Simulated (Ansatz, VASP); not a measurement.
**Au: VASP beside Ansatz**

The input INCAR:

```
SYSTEM = Au
  PREC = Accurate
  ENCUT = 520
  EDIFF = 1E-6
  ISMEAR = -1
  SIGMA = 0.05
  LREAL = .False.
  LASPH = .True.
  NELM = 80
  ALGO = Fast
  ISIF = 2
  LWAVE = .False.
  LCHARG = .False.
  GGA = RP
  NBANDS = 12
```

File KPOINTS:

```
Automatic mesh
0
Gamma
  6 6 6
  0 0 0
```

POSCAR

```
Au
1.0
    0.0000000000      2.0350000000      2.0350000000
    2.0350000000      0.0000000000      2.0350000000
    2.0350000000      2.0350000000      0.0000000000
Au
1
Direct
    0.0000000000      0.0000000000      0.0000000000
```

File input.yaml:

```yaml
crystal:
  lattice:
    - [0.0, 2.035, 2.035]
    - [2.035, 0.0, 2.035]
    - [2.035, 2.035, 0.0]
  atoms:
    - { symbol: Au, position: [0.0, 0.0, 0.0] }
hamiltonian:
  xc: rpbe
  pseudopotentials: { kind: paw }
kpoints:
  mp_grid: { grid: [6, 6, 6] }
  band_path:
    path:
      - [[0.0, 0.0, 0.0], [0.5, 0.0, 0.5], [0.5, 0.25, 0.75], [0.375, 0.375, 0.75], [0.0, 0.0, 0.0], [0.5, 0.5, 0.5], [0.625, 0.25, 0.625], [0.5, 0.25, 0.75], [0.5, 0.5, 0.5], [0.375, 0.375, 0.75]]
      - [[0.625, 0.25, 0.625], [0.5, 0.0, 0.5]]
    npoints: 14
scf:
  occupations: { method: fermi_dirac, width: 0.05 }
  n_extra_bands: 6
output:
  forces: true
  stress: true
  eigenvalues: true
  fatbands: false
```

Alike in both runs: functional RPBE; k mesh 6 × 6 × 6; occupations fermi-dirac, width 0.05 eV; no spin polarisation.

```csv
,VASP,Ansatz
version,VASP 6.6.1,Ansatz 0.2.0
potentials or method,"VASP PAW PBE potentials, release 64 (Au)",Ansatz PAW
plane-wave cutoff (eV),520,420
valence electrons in the cell,11,19
task,single point,band structure
```

```tsv
	VASP	Ansatz	Ansatz less VASP
gap on the k mesh at the Fermi level (eV)	none	none	-
pressure (GPa)	16.0	16.3	+0.29
```

A gap of «none» marks a metal or a gap that the smearing closes. With one functional, cell and mesh, what is left measures potentials, basis and numerics. The two sets of potentials don't hold the same shells in valence.

Caveats: the k mesh is coarse (spacing up to 0.45 Å⁻¹), so the values aren't converged; so large a pressure means that the cell lies far from this level's equilibrium, or that cutoff or potentials fall short (VASP); the potentials were made for another functional, which shifts forces and pressure (VASP); spin-orbit coupling is left out, which moves the levels of the heavy elements (Ansatz); the PAW data sets come from PBE, with cores solved anew for the run's functional, which leaves a small shift of forces and pressure (Ansatz). Spin-orbit coupling is left out, which matters for the levels of Au.
